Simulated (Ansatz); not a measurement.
# Mo2COS MXene monolayer in a perpendicular field, part 2 of 2

What dipole does a perpendicular field induce in the Mo2COS MXene monolayer? A positive field points along +c.

Ansatz 0.2.0; plane-wave DFT, RPBE-D3(BJ), Ansatz PAW (the session's first sound run).

So far. Step 8 (Single point, field 0.35 V/Å): The dipole is 0.0438 e·Å, 0.101 e·Å from its value without field. Step 9 (Response, atoms held): The induced dipole is that of a conductor 6.59 Å thick.

### Step 10. With spin-orbit coupling, k-mesh 12×12×1 (continued)

The electronic bands at the labelled points (eV, zero at the Fermi level):

| point | band 43 | band 44 | band 45 | band 46 | band 47 | band 48 | band 49 | band 50 |
| --- | --- | --- | --- | --- | --- | --- | --- | --- |
| Γ | -0.85 | -0.85 | -0.80 | -0.80 | 0.22 | 0.22 | 0.23 | 0.23 |
| halfway | -0.77 | -0.77 | -0.65 | -0.62 | 0.26 | 0.26 | 0.30 | 0.30 |
| end | -0.72 | -0.71 | -0.41 | -0.40 | 0.36 | 0.37 | 0.58 | 0.60 |

The work function of the upper face is 6.39 eV.

### Step 11. Spin splitting near the zone centre, field 0

This step: plane-wave DFT, PBE, fully relativistic PAW with spin-orbit coupling; spin splitting near the zone centre (Ansatz 0.2.0).

Levels that meet at the zone centre are followed outwards; a split that grows in proportion to k gives the Rashba parameter as ΔE/2k.

This step gave:

- largest split over 2k that stays linear in k: 0.2626 eV Å

Groups of levels that meet at the zone centre and whose split, tested at two k, grows in proportion to k or stays under 1 meV; groups that fail this test are left out. Spin splitting, by row:

| level at the first point (eV from the Fermi level) | states | split at k = 0.036 1/A (eV) | split over 2k (eV Å) |
| --- | --- | --- | --- |
| -1.3 | 2 | 0.0189 | 0.2626 |
| 0.2172 | 2 | 1.00e-4 | 0 |
| 0.2268 | 2 | 1.00e-4 | 0 |
| 1.652 | 2 | 1.00e-4 | 0 |
| 2.085 | 2 | 7.00e-4 | 0 |

### Step 12. With spin-orbit coupling, k-mesh 12×12×1, field 0.1 V/Å

This step: plane-wave DFT, PBE, fully relativistic PAW with spin-orbit coupling (Ansatz 0.2.0).

The same in a field along the normal.

Input file input.yaml:

```yaml
crystal:
  lattice:
    - [3.0245511306, 0.0, 0.0]
    - [-1.5122755653, 2.6193381141, 0.0]
    - [0.0, 0.0, 23.0283228773]
  atoms:
    - { symbol: S, position: [0.3333333333, 0.6666666667, 0.3908230768] }
    - { symbol: Mo, position: [0.6666666667, 0.3333333333, 0.4635066887] }
    - { symbol: C, position: [0.0, 0.0, 0.511413289] }
    - { symbol: Mo, position: [0.3333333333, 0.6666666667, 0.5587225302] }
    - { symbol: O, position: [0.6666666667, 0.3333333333, 0.6091769232] }
kpoints:
  mp_grid: { grid: [12, 12, 1] }
  band_path: { path: [[0, 0, 0], [0.12, 0, 0]], npoints: 24 }
hamiltonian:
  xc: pbe
  pseudopotentials: { kind: paw_fr }
magnetization:
  noncollinear: true
  spin_orbit: true
scf:
  occupations: { method: fermi_dirac, width: 0.02585 }
  convergence: { dr2_threshold: 1.0e-09 }
efield:
  axis: 3
  dipole_correction: true
  ramp_position: 0.97
  ramp_width: 0.06
  amplitude: 0.1
output:
  write_potential: true
  write_density: true
  volumetric_format: npy
```

On the command line:

```bash
ansatz run input.yaml --threads 2 --pin off --max-ram 3072MiB --backend cpu --events-out ev --progress --plain --runs-dir out
```

Run time: 2.4 min. Hardware: 2 threads of Arm Neoverse N1, shared host; peak memory 0.99 GiB.

Numbers from this step:

| Item | Value |
| --- | --- |
| energy at zero smearing | -11635.0056 eV |
| dipole along the normal | -0.03009 e·Å |

The dipole is -0.0301 e·Å.

### Step 13. Spin splitting near the zone centre, field 0.1 V/Å

This step: plane-wave DFT, PBE, fully relativistic PAW with spin-orbit coupling; spin splitting near the zone centre (Ansatz 0.2.0).

Numbers from this step:

```
largest split over 2k that stays linear in k : 0.2612 eV Å
```

### Step 14. Varying the input

This step: plane-wave DFT, RPBE-D3(BJ), Ansatz PAW (Ansatz 0.2.0).

A run with a changed input: it repeats the earlier run at 0.1 V/Å with efield.dipole_correction from true to false and efield.ramp_width from 0.06 to 0.04.

input.yaml, the sections that differ from step 12:

```yaml
kpoints:
  mp_grid: { grid: [18, 18, 1] }
  band_path:
    path: [[0, 0, 0], [0.5, 0, 0], [0.33333333, 0.33333333, 0], [0, 0, 0]]
    npoints: 16
hamiltonian:
  xc: rpbe
  dispersion: d3bj
scf:
  occupations: { method: fermi_dirac, width: 0.02585 }
  convergence: { dr2_threshold: 1.0e-10 }
efield:
  axis: 3
  dipole_correction: false
  ramp_position: 0.97
  ramp_width: 0.04
  amplitude: 0.1
# crystal, output: as in step 12
# magnetization: removed
```

The job ended after 45 s (2 threads; peak memory 0.5 GiB).

| quantity | this run | earlier run | difference |
| --- | --- | --- | --- |
| dipole along the normal (e·Å) | -0.03990 | -0.02849 | -0.011 |

With the dipole correction off, the periodic images add a field of their own to the typed one.

It moves by -0.0114 e·Å.

These numbers are not those of the isolated slab.

### Step 15. The same run with other settings

An input spoilt on purpose, to show how the run answers: it repeats the earlier run at 0.1 V/Å with efield.axis from 3 to 2, and scf.max_iter set to 60.

input.yaml, as its differences from that of step 14:

```diff
@@ -22,7 +22,8 @@
   convergence: { dr2_threshold: 1.0e-10 }
+  max_iter: 60
 efield:
-  axis: 3
-  dipole_correction: false
+  axis: 2
+  dipole_correction: true
   ramp_position: 0.97
-  ramp_width: 0.04
+  ramp_width: 0.06
   amplitude: 0.1
```

It took 1.3 s on 2 threads; peak memory 0.39 GiB.

The input was rejected at the start.

The program's message: “Error: efield: ion 2 (C) at fractional coordinate 0.0000 along the field axis lies inside the sawtooth ramp with 2 of the planes that the density is read on at each end, [0.8867, 0.1133] — the ramp mu …”

The fault put into the input: the field along an axis without vacuum.

### Step 16. Results

* gap without field: none
* work function, upper face: 6.25 eV
* step between the vacuum levels: 1.31 eV
* equivalent conductor thickness, atoms held: 6.59 Å
* largest split over 2k that stays linear in k at 0 V/Å: 0.263 eV Å
* largest split over 2k that stays linear in k at 0.1 V/Å: 0.261 eV Å

**Reading.** The induced dipole equals that of a perfect conductor 6.59 Å thick, while the outer atoms lie 5.03 Å apart. The two faces differ: the vacuum level above lies 1.31 eV higher than the one below. There is no gap over 0.03 eV, with or without the field. The main runs have no spin polarisation; a magnetic state could lie lower and would change these results. The field series itself is without spin-orbit coupling. RPBE with D3(BJ) overbinds, and the relaxed cell is some per cent too small. The MXene's terminations sit over the metal atoms of its far layer; the site over carbon or nitrogen, which some compounds prefer, was not run. With this functional, D3(BJ) tends to leave the relaxed cell short of measured lattice constants, by some per cent.

[Logs are printed without paths, hosts, clocks, repeated set-up lines and the standing remarks that a program may print on its own settings, such as how far it seeks lower states.]

[Hosts, paths, dates, database ids (printed as entryN), source tags and the programs' standing remarks are cut or masked in the printed files.]

[Maps of the electrostatic potential energy from Ansatz leave out the sawtooth potential of an applied field or a dipole correction, so their vacuum need not be flat; planar profiles and work functions include it.]
